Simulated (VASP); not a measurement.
# BaH4 (R-3m) in VASP: a series of runs

The runs below take BaH4 through single point, with PBE.

Everything below comes from runs of VASP 6.6.1. Logs are shortened: lines on timing, memory, paths and dates and some standing lists are left out, and cuts for length are marked.

## Step 1: The crystal as given

The structure is trigonal, space group R-3m (No. 166). The conventional cell has a = 4.582 Å, b = 4.582 Å, c = 10.609 Å, α = 90.00°, β = 90.00°, γ = 120.00°. Around Ba (site symmetry -3m) lie 14 H at 2.75 to 2.98 Å. Around H (site symmetry 3m) lie 1 H at 2.17 Å. H (site symmetry 3m) is surrounded by 1 H at 0.77 Å.

The cell was built by a generator and needn't be a form met in nature.

## Step 2: Single point, PBE

Input file INCAR:

```
ALGO = Normal ; EDIFF = 1E-6
ENCUT = 520 ; GGA = PE
ISIF = 2 ; ISMEAR = 0
LASPH = True ; LCHARG = True
LELF = True ; LREAL = False
LVHAR = True ; LWAVE = False
NBANDS = 15 ; NELM = 80
PREC = Accurate ; SIGMA = 0.02
```

Input file KPOINTS:

```
k-points
0
Gamma
  6 6 6
```

Input file POSCAR:

```
BaH4
1.0
    2.2908181299      1.3226044640      3.5362540987
   -2.2908181299      1.3226044640      3.5362540987
    0.0000000000     -2.6452089279      3.5362540987
Ba H
1 4
Direct
    0.0000000000      0.0000000000      0.0000000000
    0.7408673521      0.7408673521      0.7408673521
    0.2591326479      0.2591326479      0.2591326479
    0.4636919780      0.4636919780      0.4636919780
    0.5363080220      0.5363080220      0.5363080220
```

Potentials or basis: VASP PAW PBE potentials, release 64 (Ba_sv, H).

Launch:

```
> cat potpaw_PBE.64/Ba_sv/POTCAR potpaw_PBE.64/H/POTCAR > POTCAR
> mpirun -np 1 vasp_std > vasp.out
```

OUTCAR:

```text
EDIFF = 1E-6
   ENCUT = 520
   GGA = PE
   ISIF = 2
   ISMEAR = 0
   LASPH = True
   LREAL = False
   NELM = 80
   PREC = Accurate

 ion  position               nearest neighbor table
   1  0.000  0.000  0.000-   2 2.75   3 2.75   2 2.76   3 2.76   2 2.76   2 2.76   3 2.76   3 2.76

   2  0.741  0.741  0.741-   1 2.75   1 2.76   1 2.76   1 2.76
   3  0.259  0.259  0.259-   1 2.75   1 2.76   1 2.76   1 2.76
   4  0.464  0.464  0.464-   5 0.77
   5  0.536  0.536  0.536-   4 0.77

  LATTYP: Found a trigonal (rhomboedric) cell.
 ALAT       =     4.4161321678
 COS(alpha) =     0.4618205712

  Lattice vectors:

 A1 = (   2.2908181299,   1.3226044640,   3.5362540987)
 A2 = (  -2.2908181299,   1.3226044640,   3.5362540987)
 A3 = (   0.0000000000,  -2.6452089279,   3.5362540987)

Analysis of symmetry for initial positions (statically):
=====================================================================
 Subroutine PRICEL returns:
 Original cell was already a primitive cell.

 Routine SETGRP: Setting up the symmetry group for a
 trigonal (rhombohedral) supercell.

 Subroutine GETGRP returns: Found 12 space group operations
 (whereof 12 operations were pure point group operations)
 out of a pool of 12 trial point group operations.

The static configuration has the point symmetry D_3d.

Analysis of symmetry for dynamics (positions and initial velocities):
=====================================================================
 Subroutine PRICEL returns:
 Original cell was already a primitive cell.

 Routine SETGRP: Setting up the symmetry group for a
 trigonal (rhombohedral) supercell.

 Subroutine GETGRP returns: Found 12 space group operations
 (whereof 12 operations were pure point group operations)
 out of a pool of 12 trial point group operations.

The dynamic configuration has the point symmetry D_3d.

 Subroutine INISYM returns: Found 12 space group operations
 (whereof 12 operations are pure point group operations),
 and found     1 'primitive' translations

----------------------------------------------------------------------------------------

                                     Primitive cell

  volume of cell :      64.2858

  direct lattice vectors                    reciprocal lattice vectors
     2.290818130  1.322604464  3.536254099     0.218262634  0.126013991  0.094261703
    -2.290818130  1.322604464  3.536254099    -0.218262634  0.126013991  0.094261703
     0.000000000 -2.645208928  3.536254099     0.000000000 -0.252027981  0.094261703

  length of vectors
     4.416132168  4.416132168  4.416132168     0.269078747  0.269078747  0.269078747

  position of ions in fractional coordinates (direct lattice)
     0.000000000  0.000000000  0.000000000
     0.740867352  0.740867352  0.740867352
     0.259132648  0.259132648  0.259132648
     0.463691978  0.463691978  0.463691978
     0.536308022  0.536308022  0.536308022

  ion indices of the primitive-cell ions
   primitive index   ion index
                 1           1
                 2           2
                 3           3
                 4           4
                 5           5

----------------------------------------------------------------------------------------

 KPOINTS: k-points

Automatic generation of k-mesh.
 Grid dimensions read from file:
 generate k-points for:    6    6    6

 Generating k-lattice:

  Cartesian coordinates                     Fractional coordinates (reciprocal lattice)
     0.036377106  0.021002332  0.015710284     0.166666667  0.000000000  0.000000000
    -0.036377106  0.021002332  0.015710284     0.000000000  0.166666667  0.000000000
     0.000000000 -0.042004664  0.015710284    -0.000000000 -0.000000000  0.166666667

  Length of vectors
     0.044846458  0.044846458  0.044846458

  Shift w.r.t. Gamma in fractional coordinates (k-lattice)
     0.000000000  0.000000000  0.000000000

 Subroutine IBZKPT returns following result:
 ===========================================

 Found     32 irreducible k-points:

 Following reciprocal coordinates:
            Coordinates               Weight
  0.000000  0.000000  0.000000      1.000000
  0.166667  0.000000  0.000000      6.000000
  0.333333  0.000000  0.000000      6.000000
  0.500000 -0.000000  0.000000      3.000000
  0.166667  0.166667  0.000000      6.000000
  0.333333  0.166667  0.000000     12.000000
[... 16 lines left out ...]
  0.500000  0.500000  0.166667      6.000000
 -0.333333  0.500000  0.166667     12.000000
 [... further k-points ...]
   k-points           NKPTS =     32   k-points in BZ     NKDIM =     32   number of bands    NBANDS=     15
   number of dos      NEDOS =    301   number of ions     NIONS =      5
   total plane-waves  NPLWV =  46656
   dimension x,y,z NGX =    36 NGY =   36 NGZ =   36
   dimension x,y,z NGXF=    72 NGYF=   72 NGZF=   72
   ions per type =               1   4
   NGX,Y,Z   is equivalent  to a cutoff of  13.55, 13.55, 13.55 a.u.
   NGXF,Y,Z  is equivalent  to a cutoff of  27.10, 27.10, 27.10 a.u.
 SYSTEM =  unknown system
   PREC   = accura    normal or accurate (medium, high low for compatibility)
   ISTART =      0    job   : 0-new  1-cont  2-samecut
   ICHARG =      2    charge: 1-file 2-atom 10-const
   ISPIN  =      1    spin polarized calculation?
   LNONCOLLINEAR =      F non collinear calculations
   LSORBIT =      F    spin-orbit coupling
   LASPH  =      T    aspherical Exc in radial PAW
   ENCUT  =  520.0 eV  38.22 Ry    6.18 a.u.   8.21  8.21  8.21*2*pi/ulx,y,z
   NELM   =     80;   NELMIN=  2; NELMDL= -5     # of ELM steps
   EDIFF  = 0.1E-05   stopping-criterion for ELM
   LREAL  =      F    real-space projection
   EDIFFG = 0.1E-04   stopping-criterion for IOM
   NSW    =      0    number of steps for IOM
   IBRION =     -1    ionic relax: 0-MD 1-quasi-New 2-CG
   NFREE  =      0    steps in history (QN), initial steepest desc. (CG)
   ISIF   =      2    stress and relaxation
   ISYM   =      2    0-nonsym 1-usesym 2-fastsym
   POTIM  = 0.5000    time-step for ionic-motion
   TEBEG  =    0.0;   TEEND  =   0.0 temperature during run
   PSTRESS=    0.0 pullay stress
   NELECT =      14.0000    total number of electrons
   NUPDOWN=      -1.0000    fix difference up-down
   EMIN   =  10.00;   EMAX   =-10.00  energy-range for DOS
   EFERMI =   0.00;   METHOD = LEGACY
   ISMEAR =     0;   SIGMA  =   0.02  broadening in eV -4-tet -1-fermi 0-gaus
   EFERMI_NEDOS =   21; number of points for ismear=-14 and -15
   IALGO  =     38    algorithm
   IMIX   =      4    mixing-type and parameters
     AMIX     =   0.40;   BMIX     =  1.00
     AMIX_MAG =   1.60;   BMIX_MAG =  1.00
  volume/ion in A,a.u.               =      12.86        86.76
  Fermi-wavevector in a.u.,A,eV,Ry     =   0.984946  1.861278 13.199264  0.970119
  Thomas-Fermi vector in A             =   2.116217
   LORBIT       =      0    0 simple, 1 ext, 2 COOP (PROOUT), +10 PAW based schemes
   GGA     = PE    functional components
   LHFCALC =     F    Hartree Fock is set to
   AEXX    =    0.0000 exact exchange contribution
   IVDW    =     0    specifies the selected vdW correction
   LEPSILON=     F    determine dielectric tensor
   LRPA    =     F    only Hartree local field effects (RPA)
 non-spin polarized calculation
 Gauss-broadening in eV      SIGMA  =   0.02
  energy-cutoff  :      520.00
  volume of cell :       64.29
 maximum number of plane-waves:      1756
 NGX is ok and might be reduce to    36
   NGX = 17   NGY = 17   NGZ = 17

 number of electron      14.0000000 magnetization

 Free energy of the ion-electron system (eV)
  ---------------------------------------------------
  ext. energy  EPLUGINS =         0.00000000
  ---------------------------------------------------
  free energy    TOTEN  =       -16.78649282 eV

  energy without entropy =      -16.78649282  energy(sigma->0) =      -16.78649282

 E-fermi :   0.6868     XC(G=0):  -8.4282

 val. band max:        0.5318682280   @ k =   0.0000   0.0000   0.0000
 cond. band min:       3.0231694570   @ k =   0.5000  -0.0000   0.0000
 fundamental gap:      2.4913012290
 Fermi energy:         0.6867548355

 k-point     1 :       0.0000    0.0000    0.0000
  band No.  band energies     occupation
      1     -26.2772      2.00000
      2     -11.2759      2.00000
      3     -11.2759      2.00000
      4     -11.2511      2.00000
      5      -7.1284      2.00000
      6      -1.0974      2.00000
      7       0.5319      2.00000
      8       3.6842      0.00000
      9       3.6842      0.00000
     10       4.1143      0.00000
     11       5.6558      0.00000
     12       5.6558      0.00000
     13       6.1674      0.00000
     14       8.6367      0.00000
     15       8.6367      0.00000

 k-point     2 :       0.1667    0.0000    0.0000
  band No.  band energies     occupation
      1     -26.2666      2.00000
      2     -11.4600      2.00000
      3     -11.2871      2.00000
      4     -11.2699      2.00000
      5      -6.8843      2.00000
      6      -1.1753      2.00000
      7      -0.0135      2.00000
      8       3.8338      0.00000
      9       3.9683      0.00000
     10       4.7333      0.00000
     11       5.1250      0.00000
     12       5.2395      0.00000
     13       7.7821      0.00000
     14       9.4206      0.00000
     15       9.8687      0.00000
[... 365 lines left out ...]
      3     -11.4774      2.00000
      4     -11.4349      2.00000
      5      -6.5898      2.00000
      6      -1.4133      2.00000
      7      -0.7595      2.00000
      8       4.4972      0.00000
      9       4.8839      0.00000
     10       5.7913      0.00000
     11       7.1973      0.00000
     12       7.4281      0.00000
     13       8.5890      0.00000
     14       8.6674      0.00000
     15       9.2055      0.00000

 k-point    24 :      -0.3333    0.5000    0.1667
  band No.  band energies     occupation
      1     -26.2173      2.00000
      2     -11.7322      2.00000
      3     -11.5410      2.00000
      4     -11.4739      2.00000
      5      -6.5701      2.00000
      6      -1.2599      2.00000
      7      -0.7376      2.00000
      8       3.7834      0.00000
      9       5.5409      0.00000
     10       6.3065      0.00000
     11       7.1016      0.00000
     12       7.2843      0.00000
     13       7.8767      0.00000
     14       9.0047      0.00000
     15       9.3260      0.00000

 [... further k-points ...]

------------------------ aborting loop because EDIFF is reached ----------------------------------------

  FORCE on cell =-STRESS in cart. coord.  units (eV):
  Direction    XX          YY          ZZ          XY          YZ          ZX
  --------------------------------------------------------------------------------------
  -------------------------------------------------------------------------------------
  Total        0.1583339      0.1583339      0.1301182     -0.0000000      0.0000000      0.0000000
  in kB        3.9461107      3.9461107      3.2428977     -0.0000000      0.0000000      0.0000000
  external PRESSURE =       3.7117064 kB  Pullay stress =       0.0000000 kB

 VOLUME and BASIS-vectors are now :
 -----------------------------------------------------------------------------
  energy-cutoff  :      520.00
  volume of cell :       64.29
      direct lattice vectors                 reciprocal lattice vectors
     2.290818130  1.322604464  3.536254099     0.218262634  0.126013991  0.094261703
    -2.290818130  1.322604464  3.536254099    -0.218262634  0.126013991  0.094261703
     0.000000000 -2.645208928  3.536254099     0.000000000 -0.252027981  0.094261703

 POSITION                                       TOTAL-FORCE (eV/Angst)
 -----------------------------------------------------------------------------------
      0.00000      0.00000      0.00000         0.000000     -0.000000      0.000000
      0.00000      0.00000      7.85969        -0.000000     -0.000000     -0.001232
      0.00000      0.00000      2.74908        -0.000000      0.000000      0.001232
      0.00000      0.00000      4.91920        -0.000000      0.000000      0.017319
      0.00000      0.00000      5.68956        -0.000000     -0.000000     -0.017319
 -----------------------------------------------------------------------------------
    total drift:                                0.000000      0.000000      0.000000

  FREE ENERGIE OF THE ION-ELECTRON SYSTEM (eV)
  ---------------------------------------------------
  free  energy   TOTEN  =       -16.7864928239 eV

  energy  without entropy=      -16.7864928239  energy(sigma->0) =      -16.78649282
```

It took 25 s on 1 thread of Intel Xeon Platinum 8488C (Sapphire Rapids), shared host; peak memory 0.21 GiB.

What came out:

| Property | Result |
| --- | --- |
| Free energy | -16.7865 eV |
| Pressure | 0.4 GPa |
| Largest force | 0.017 eV/Å |
| Band gap on the k mesh | 2.49 eV, indirect (least direct gap 2.90 eV) |

Forces on the atoms (eV/Å):
```
Ba   0.000  0.000  0.000
H    0.000  0.000 -0.001
H    0.000  0.000  0.001
H    0.000  0.000  0.017
H    0.000  0.000 -0.017
```

Caveat: spin-orbit coupling is left out, which moves the levels of the heavy elements. As with any semilocal functional, this PBE gap is likely too small.

## Step 3: Single point, PBE

This run uses another cell than the first one, of 11.70 Å³/atom, 0.910 times its volume.

Input file INCAR:

```
SYSTEM = BaH4
PREC     = Accurate       ! precision mode
ENCUT    = 520            ! plane-wave cutoff, eV
EDIFF    = 1E-7           ! SCF threshold, eV
ISMEAR   = 0              ! smearing method
SIGMA    = 0.02           ! smearing width, eV
LREAL    = .False.        ! projectors in reciprocal space
LASPH    = .True.         ! aspherical terms in the spheres
NELM     = 60             ! most SCF steps
ALGO     = Fast           ! electronic algorithm
ISIF     = 2              ! what is computed and relaxed
LWAVE    = .False.        ! write WAVECAR
LCHARG   = .True.         ! write CHGCAR
GGA      = PE             ! functional
LELF     = .True.         ! ELF
LVHAR    = .True.       
NBANDS   = 15             ! bands
```

Input file KPOINTS:

```
Automatic mesh
0
Gamma
  6 6 6
  0 0 0
```

Input file POSCAR:

```
BaH4
1.0
    2.2262381987      1.2853192232      3.4073976431
   -2.2262381987      1.2853192232      3.4073976431
    0.0000000000     -2.5706384467      3.4073976430
Ba H
1 4
Direct
    0.0000000000      0.0000000000      0.0000000000
    0.7387911299      0.7387911299      0.7387911299
    0.2612088701      0.2612088701      0.2612088701
    0.4621000366      0.4621000366      0.4621000366
    0.5378999634      0.5378999634      0.5378999634
```

Potentials or basis: VASP PAW PBE potentials, release 64 (Ba_sv, H).

Launch:

```
> cat potpaw_PBE.64/Ba_sv/POTCAR potpaw_PBE.64/H/POTCAR > POTCAR
> mpirun -np 1 vasp_std > vasp.out
```

Run time: 21 s. Hardware: 1 thread of Intel Xeon Platinum 8488C (Sapphire Rapids), shared host; peak memory 0.19 GiB.

It converged, with:

* Free energy: -16.7116 eV
* Pressure: 3.7 GPa
* Largest force: 0.024 eV/Å
* Band gap on the k mesh: 2.48 eV, indirect (least direct gap 2.72 eV)

Forces on the atoms (eV/Å):
```
Ba   0.000  0.000  0.000
H    0.000  0.000  0.000
H    0.000  0.000  0.000
H    0.000  0.000  0.024
H    0.000  0.000 -0.024
```

Levels at points of the mesh, in eV from the valence-band top:
```
           k point  band 4  band 5  band 6  band 7  band 8  band 9  band 10  band 11
(0.00, 0.00, 0.00)  -11.48   -7.87   -1.45    0.00    3.18    3.18     3.74     5.40
(0.50, 0.00, 0.00)  -11.57   -6.72   -2.74   -0.23    2.48    2.90     6.33     6.39
(0.50, 0.50, 0.00)  -11.71   -7.40   -2.17   -0.92    4.70    5.41     6.32     6.66
(0.50, 0.50, 0.50)  -11.63   -6.75   -3.25   -0.26    2.72    2.72     6.51     6.88
```

Caveat: spin-orbit coupling is left out, which moves the levels of the heavy elements. A k mesh can miss the band edges.
